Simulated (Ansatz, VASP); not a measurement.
## Two plane-wave programs on BN

```xyz
4
Lattice="2.5545 0.0000 0.0000 -1.2773 2.2123 0.0000 0.0000 0.0000 4.2246" Properties=species:S:1:pos:R:3 pbc="T T T"
B     0.0000    0.0000    0.0008
B     0.0000    1.4749    2.1131
N     0.0000    0.0000    1.5834
N     0.0000    1.4749    3.6957
```

The cell was built by a generator and needn't be a form met in nature.

Alike in both runs: functional PBE; k mesh 12 × 12 × 6; occupations gaussian, width 0.02 eV; no spin polarisation.

Ansatz relaxed the structure, and its values are those at the end. VASP's run is a single point on that final structure, the one shown.

|  | VASP | Ansatz |
| --- | --- | --- |
| version | VASP 6.6.1 | Ansatz 0.2.0 |
| potentials or method | VASP PAW PBE potentials, release 64 (B, N) | scalar-relativistic, plane waves, PAW |
| plane-wave cutoff (eV) | 520 | 420 |
| valence electrons in the cell | 16 | 16 |

VASP gave:

| Property | Result |
| --- | --- |
| gap on the k mesh at the Fermi level (eV) | 5.21 |
| least direct gap on the mesh (eV) | 8.24 |
| pressure (GPa) | 0.2 |

Task: What did Ansatz give for the same quantities?

Result: gap on the k mesh at the Fermi level (eV): 5.23; least direct gap on the mesh (eV): 8.25; pressure (GPa): 0.0.

With one functional, cell and mesh, what is left measures potentials, basis and numerics.

A k mesh can miss the band edges. A hybrid or GW would open this gap; PBE tends to underestimate it.
